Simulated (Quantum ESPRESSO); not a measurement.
# Ag (Fm-3m) in Quantum ESPRESSO: settings compared, part 2 of 4

Quantum ESPRESSO 7.5. The steps go on from the part before.

### 3 Phonons, BLYP

The input, pw.in:

```
&CONTROL
  calculation = 'scf'
  prefix = 'pwscf'
  outdir = './tmp'
  pseudo_dir = './pseudo'
  tprnfor = .true.
  tstress = .true.
  disk_io = 'low'
/
&SYSTEM
  ibrav = 0
  nat = 1
  ntyp = 1
  ecutwfc = 82
  nbnd = 16
  input_dft = 'blyp'
  occupations = 'smearing'
  smearing = 'mp'
  degauss = 0.00999582
/
&ELECTRONS
  conv_thr = 2d-10
  electron_maxstep = 120
  mixing_beta = 0.5
/
ATOMIC_SPECIES
Ag   107.8682 Ag.upf
CELL_PARAMETERS angstrom
   0.0000000000    2.0427500000    2.0427500000
   2.0427500000    0.0000000000    2.0427500000
   2.0427500000    2.0427500000    0.0000000000
ATOMIC_POSITIONS crystal
Ag     0.0000000000    0.0000000000    0.0000000000
K_POINTS automatic
11 11 11 0 0 0
```

The input, scf2.in:

```
&CONTROL
  calculation = 'scf'
  prefix = 'pwscf'
  outdir = './tmp'
  pseudo_dir = './pseudo'
  tprnfor = .true.
  tstress = .true.
  disk_io = 'low'
/
&SYSTEM
  ibrav = 0
  nat = 1
  ntyp = 1
  ecutwfc = 82
  nbnd = 16
  input_dft = 'blyp'
  occupations = 'smearing'
  smearing = 'mp'
  degauss = 0.00999582
/
&ELECTRONS
  conv_thr = 1d-13
  electron_maxstep = 120
  mixing_beta = 0.5
  startingpot = 'file'
  startingwfc = 'file'
/
ATOMIC_SPECIES
Ag   107.8682 Ag.upf
CELL_PARAMETERS angstrom
   0.0000000000    2.0427500000    2.0427500000
   2.0427500000    0.0000000000    2.0427500000
   2.0427500000    2.0427500000    0.0000000000
ATOMIC_POSITIONS crystal
Ag     0.0000000000    0.0000000000    0.0000000000
K_POINTS automatic
11 11 11 0 0 0
```

The input, ph.in:

```
phonons of Ag
&INPUTPH
  prefix = 'pwscf'
  outdir = './tmp'
  tr2_ph = 1d-16
  fildyn = 'dyn'
  niter_ph = 60
  alpha_mix(1) = 0.4
/
0.5303300859 0.5303300859 -0.0000000000
```

Potentials or basis: PseudoDojo 0.4.1 SR PBE standard.

On the command line:

```bash
OMP_NUM_THREADS=1 pw.x -in pw.in > pw.out
OMP_NUM_THREADS=1 pw.x -in scf2.in > scf2.out
OMP_NUM_THREADS=1 ph.x -in ph.in > ph.out
```

pw.out:

```text
This program is part of the open-source Quantum ESPRESSO suite
     for quantum simulation of materials; please cite
         "P. Giannozzi et al., J. Phys.:Condens. Matter 21 395502 (2009);
         "P. Giannozzi et al., J. Phys.:Condens. Matter 29 465901 (2017);
         "P. Giannozzi et al., J. Chem. Phys. 152 154105 (2020);
     in publications or presentations arising from this work. More details at

     IMPORTANT: XC functional enforced from input :
     Exchange-correlation= BLYP
                           (   1   3   1   3   0   0   0)
     Any further DFT definition will be discarded
     Please, verify this is what you really want

     Message from routine setup:
     using ibrav=0 with symmetry is DISCOURAGED, use correct ibrav instead

     G-vector sticks info
     --------------------
     sticks:   dense  smooth     PW     G-vecs:    dense   smooth      PW
     Sum         673     673    211                11575    11575    1989

     Using Slab Decomposition

     bravais-lattice index     =            0
     lattice parameter (alat)  =       5.4592  a.u.
     unit-cell volume          =     115.0462 (a.u.)^3
     number of atoms/cell      =            1
     number of atomic types    =            1
     number of electrons       =        19.00
     number of Kohn-Sham states=           16
     kinetic-energy cutoff     =      82.0000  Ry
     charge density cutoff     =     328.0000  Ry
     scf convergence threshold =      2.0E-10
     mixing beta               =       0.5000
     number of iterations used =            8  plain     mixing
     Exchange-correlation= BLYP
                           (   1   3   1   3   0   0   0)

     celldm(1)=   5.459201  celldm(2)=   0.000000  celldm(3)=   0.000000
     celldm(4)=   0.000000  celldm(5)=   0.000000  celldm(6)=   0.000000

     crystal axes: (cart. coord. in units of alat)
               a(1) = (   0.000000   0.707107   0.707107 )
               a(2) = (   0.707107   0.000000   0.707107 )
               a(3) = (   0.707107   0.707107   0.000000 )

     reciprocal axes: (cart. coord. in units 2 pi/alat)
               b(1) = ( -0.707107  0.707107  0.707107 )
               b(2) = (  0.707107 -0.707107  0.707107 )
               b(3) = (  0.707107  0.707107 -0.707107 )

     PseudoPot. # 1 for Ag read from file:
     Ag.upf
     Pseudo is Norm-conserving + core correction, Zval = 19.0
     Generated using ONCVPSP code by D. R. Hamann
     Using radial grid of 1538 points,  6 beta functions with:
                l(1) =   0
                l(2) =   0
                l(3) =   1
                l(4) =   1
                l(5) =   2
                l(6) =   2

     atomic species   valence    mass     pseudopotential
     Ag               19.00   107.86820     Ag( 1.00)

     48 Sym. Ops., with inversion, found

   Cartesian axes

     site n.     atom                  positions (alat units)
         1        Ag     tau(   1) = (   0.0000000   0.0000000   0.0000000  )

     number of k points=    56  Methfessel-Paxton smearing, width (Ry)=  0.0100
                       cart. coord. in units 2pi/alat
        k(    1) = (   0.0000000   0.0000000   0.0000000), wk =   0.0015026
        k(    2) = (   0.0642824   0.0642824  -0.0642824), wk =   0.0120210
        k(    3) = (   0.1285649   0.1285649  -0.1285649), wk =   0.0120210
        k(    4) = (   0.1928473   0.1928473  -0.1928473), wk =   0.0120210
        k(    5) = (   0.2571297   0.2571297  -0.2571297), wk =   0.0120210
        k(    6) = (   0.3214122   0.3214122  -0.3214122), wk =   0.0120210
[... 48 lines left out ...]
        k(   55) = (  -0.0642824  -0.4499770   0.7071068), wk =   0.0360631
        k(   56) = (   0.0000000  -0.3856946   0.6428243), wk =   0.0360631

     Dense  grid:    11575 G-vectors     FFT dimensions: (  32,  32,  32)

     Initial potential from superposition of free atoms

     starting charge      18.9995, renormalised to      19.0000
     Starting wfcs are   10 randomized atomic wfcs +    6 random wfcs

     Self-consistent Calculation

     iteration #  1     ecut=    82.00 Ry     beta= 0.50
     Davidson diagonalization with overlap
     ethr =  1.00E-02,  avg # of iterations =  5.0

     Threshold (ethr) on eigenvalues was too large:
     Diagonalizing with lowered threshold

     Davidson diagonalization with overlap
     ethr =  3.16E-04,  avg # of iterations =  1.6

     total energy              =    -309.77473439 Ry
     estimated scf accuracy    <       0.06052476 Ry

     iteration #  2     ecut=    82.00 Ry     beta= 0.50
     Davidson diagonalization with overlap
     ethr =  3.19E-04,  avg # of iterations =  2.0
[... 36 lines left out ...]
     total energy              =    -309.79353334 Ry
     estimated scf accuracy    <          1.4E-09 Ry

     iteration #  8     ecut=    82.00 Ry     beta= 0.50
     Davidson diagonalization with overlap
     ethr =  7.35E-12,  avg # of iterations =  1.2

     End of self-consistent calculation

          k = 0.0000 0.0000 0.0000 (  1459 PWs)   bands (ev):

   -74.1192 -37.4916 -37.4916 -37.4916  10.2214  13.0654  13.0654  13.0654
    14.0974  14.0974  34.4295  37.7202  37.7202  37.7202  43.0000  43.4134

          k = 0.0643 0.0643-0.0643 (  1435 PWs)   bands (ev):

   -74.1178 -37.5047 -37.4936 -37.4936  10.4775  13.0133  13.1342  13.1342
    14.0739  14.0739  34.3350  35.9817  37.7892  37.7892  42.1932  43.1588

          k = 0.1286 0.1286-0.1286 (  1426 PWs)   bands (ev):
[... 96 lines left out ...]
   -74.1005 -37.6321 -37.5516 -37.5206  12.0717  12.8312  13.4787  13.7485
    14.5667  18.4092  23.4344  29.9883  34.8193  34.8420  42.1015  42.8178

          k =-0.0643-0.3214 0.3214 (  1433 PWs)   bands (ev):

   -74.1035 -37.6094 -37.5462 -37.5124  12.2588  12.9021  13.3819  13.5539
    14.1240  16.5758  26.6483  29.8580  35.6082  36.7953  40.4217  42.7490

          k = 0.0000-0.2571 0.2571 (  1428 PWs)   bands (ev):

   -74.1076 -37.5817 -37.5312 -37.5046  12.2231  12.6823  13.3027  13.6829
    13.7127  15.2781  29.9549  30.3892  36.8713  38.6963  39.0598  42.5225

          k = 0.3857 0.0000-0.0000 (  1443 PWs)   bands (ev):

   -74.1060 -37.5819 -37.5278 -37.5278  12.0088  12.1808  14.0887  14.0887
    14.4549  14.5273  32.0128  32.0128  33.0349  35.0144  35.7766  46.0781

          k = 0.4500 0.0643-0.0643 (  1431 PWs)   bands (ev):
[... 36 lines left out ...]
   -74.0966 -37.6325 -37.5724 -37.5469  11.7487  12.0278  14.2126  14.4760
    14.9807  20.5207  24.9204  25.9707  29.9150  35.1276  39.6417  46.2118

          k =-0.0000-0.5143 0.5143 (  1448 PWs)   bands (ev):

   -74.0967 -37.6168 -37.5934 -37.5403  11.9496  12.4457  13.6734  14.2515
    14.7802  22.6251  22.7097  25.1772  31.0947  34.9961  42.9874  45.2462

          k = 0.6428-0.0000 0.0000 (  1432 PWs)   bands (ev):

   -74.0965 -37.6449 -37.5537 -37.5537  11.5092  11.6169  14.8525  15.0606
    15.0606  19.0705  25.3426  28.7910  28.7910  35.3281  35.3485  47.8595

          k =-0.0000-0.6428 0.6428 (  1428 PWs)   bands (ev):

   -74.0961 -37.6442 -37.5606 -37.5532  11.5540  11.6832  14.7797  14.8490
    15.0780  20.0921  24.6429  27.4775  28.9331  35.2945  36.7402  47.3034

          k = 0.2571 0.1286 0.0000 (  1441 PWs)   bands (ev):

   -74.1111 -37.5544 -37.5159 -37.5042  11.6915  12.6470  13.3468  13.5534
    13.9148  14.4914  32.2214  32.4839  36.8214  36.9206  40.0613  42.1141

          k = 0.3214 0.1928-0.0643 (  1431 PWs)   bands (ev):

   -74.1068 -37.5888 -37.5285 -37.5105  12.1108  12.8130  13.1591  13.6355
    14.2072  15.2760  28.7570  31.8164  35.3061  37.4366  40.3035  41.9732

          k = 0.3857 0.2571-0.1286 (  1442 PWs)   bands (ev):
[... 26 lines left out ...]
   -74.0985 -37.6293 -37.5680 -37.5322  12.2294  12.6285  13.4115  13.7776
    14.7945  20.6303  22.1283  28.8708  31.1352  36.5176  41.7767  45.6849

          k =-0.0643-0.3214 0.4500 (  1454 PWs)   bands (ev):

   -74.1000 -37.6195 -37.5663 -37.5256  12.4065  12.6978  13.1394  13.8676
    14.5113  18.4927  24.9611  28.2989  32.3549  37.2139  40.8358  44.9587

          k = 0.0000-0.2571 0.3857 (  1443 PWs)   bands (ev):

   -74.1030 -37.6050 -37.5514 -37.5172  12.5598  12.6660  12.9320  14.0099
    14.0986  16.6567  28.1715  28.4134  33.8177  38.4913  39.2516  43.5578

          k = 0.5143 0.1286 0.0000 (  1435 PWs)   bands (ev):

   -74.0997 -37.6211 -37.5511 -37.5416  11.9531  11.9649  13.9672  14.6602
    14.6861  17.3702  28.4518  28.8587  29.3637  36.4368  37.1501  45.6342

          k =-0.1286-0.5143 0.6428 (  1445 PWs)   bands (ev):

   -74.0976 -37.6269 -37.5672 -37.5456  11.9419  12.1595  13.7502  14.4266
    14.9323  19.4784  25.6503  27.5100  28.9524  36.5688  39.7347  44.6475

          k =-0.0643-0.4500 0.5785 (  1449 PWs)   bands (ev):

   -74.0969 -37.6188 -37.5870 -37.5431  12.0745  12.4798  13.4373  14.1704
    14.8957  21.9979  22.9338  26.2437  29.6655  36.6071  42.7620  43.8145

          k = 0.0000-0.3857 0.5143 (  1451 PWs)   bands (ev):

   -74.0978 -37.6087 -37.5944 -37.5353  12.3248  12.8016  13.0130  14.0257
    14.6649  20.5423  24.5960  25.7312  30.8972  36.8965  42.1144  46.3882

          k =-0.0643-0.5785 0.7071 (  1440 PWs)   bands (ev):

   -74.0965 -37.6384 -37.5611 -37.5536  11.6880  11.7809  14.4467  14.7324
    15.0601  19.8618  25.3982  27.8152  27.9344  36.3850  37.0515  46.4663

          k =-0.0000-0.5143 0.6428 (  1446 PWs)   bands (ev):
[... 11 lines left out ...]
   -74.0973 -37.6163 -37.5847 -37.5433  12.3674  12.5694  13.0306  14.0940
    14.8832  21.0826  23.7722  27.1780  28.5938  38.6862  40.8556  44.5908

          k =-0.0643-0.4500 0.7071 (  1443 PWs)   bands (ev):

   -74.0964 -37.6208 -37.5808 -37.5531  12.0959  12.2663  13.4668  14.3053
    15.0584  21.5076  25.4762  25.7856  26.9460  38.7500  40.3566  43.4350

          k = 0.0000-0.3857 0.6428 (  1446 PWs)   bands (ev):

   -74.0963 -37.6066 -37.5977 -37.5522  12.2248  12.6255  13.0439  14.1274
    15.0558  23.3131  23.5544  25.2312  27.2989  39.3390  41.7652  43.1409

     the Fermi energy is    18.2837 ev

!    total energy              =    -309.79353334 Ry
     estimated scf accuracy    <          2.6E-12 Ry
     smearing contrib. (-TS)   =      -0.00007079 Ry
     internal energy E=F+TS    =    -309.79346255 Ry

     The total energy is F=E-TS. E is the sum of the following terms:
     one-electron contribution =    -120.34782308 Ry
     hartree contribution      =      71.03248466 Ry
     xc contribution           =     -46.09559238 Ry
     ewald contribution        =    -214.38253174 Ry

     convergence has been achieved in   8 iterations

     Forces acting on atoms (cartesian axes, Ry/au):

     atom    1 type  1   force =     0.00000000    0.00000000    0.00000000

     Total force =     0.000000     Total SCF correction =     0.000000

     Computing stress (Cartesian axis) and pressure

          total   stress  (Ry/bohr**3)                   (kbar)     P=      117.85
   0.00080115   0.00000000  -0.00000000          117.85        0.00       -0.00
   0.00000000   0.00080115   0.00000000            0.00      117.85        0.00
  -0.00000000   0.00000000   0.00080115           -0.00        0.00      117.85

=------------------------------------------------------------------------------=
   JOB DONE.
=------------------------------------------------------------------------------=
```

Wall time 11 min (1 thread of Intel Xeon Platinum 8488C (Sapphire Rapids), shared host); peak memory 0.09 GiB.

Results:

```yaml
Free_energy: -4214.9557 eV
Pressure_after_relaxing: 11.8 GPa
Band_gap_on_the_k_mesh: none (metal or under the smearing width)
Highest_phonon_frequency_at_the_q_point_run: 217 cm⁻¹
```

Phonon frequencies in cm⁻¹ (negative: imaginary):
| q point | frequencies |
| --- | --- |
| (0.375, 0.375, 0.750) | 156 207 217 |

Phonon modes at q = (0.375, 0.375, 0.750) in reciprocal lattice units:
```tsv
mode	symmetry	cm⁻¹
1	B_1	156
2	A_1	207
3	B_2	217
```

Caveat: the potentials were made for another functional, which shifts forces and pressure; the cell is more than 3 GPa from zero pressure, which shifts response properties; the q point doesn't lie on the k mesh, which can shift a metal's frequencies strongly unless the mesh is converged.

[end of part 2 of 4]
